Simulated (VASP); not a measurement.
BaO:

```
Ba O
1.0
     0.00000    2.79039    2.79039
     2.79039    0.00000    2.79039
     2.79039    2.79039    0.00000
Ba O
1 1
Direct
  0.00000 0.00000 0.00000
  0.50000 0.50000 0.50000
```

The cell is a database's computed one.

| Property | Result |
| --- | --- |
| Program | VASP 6.6.1 |
| Task | relaxation of cell and atoms |
| Functional | PBEsol |
| Potentials or basis | VASP PAW PBE potentials, release 64 (Ba_sv, O) |
| Cutoff | 600 eV |
| k mesh | 4 × 4 × 4 |
| Occupations | gaussian, width 0.02 eV |
| Spin | no spin polarisation |

At the start: pressure -1.9 GPa; volume 21.73 Å³/atom.

Problem. Where does the relaxation end?

Solution. Over 3 steps the energy falls by 3.4 meV/atom and the volume is 21.17 Å³/atom (-2.6 %); space group Fm-3m (No. 225, to 0.05 Å).

Step by step:
```tsv
step	energy change (eV)	largest force (eV/Å)	pressure (GPa)	volume (Å³)
1	0.0000	0.0000	-1.88	43.45
2	-0.0055	0.0000	0.87	41.87
3	-0.0067	0.0000	0.00	42.33
```

Final structure:
```yaml
crystal:
  lattice:
    - [0.00000, 2.76618, 2.76618]
    - [2.76618, 0.00000, 2.76618]
    - [2.76618, 2.76618, 0.00000]
  atoms:
    - { symbol: Ba, position: [0.00000, 0.00000, 0.00000] }
    - { symbol: O, position: [0.50000, 0.50000, 0.50000] }
```

Caveat: the k mesh is coarse (spacing up to 0.49 Å⁻¹), so the values aren't converged; the PAW data sets were made with another functional, which shifts forces and pressure a little.
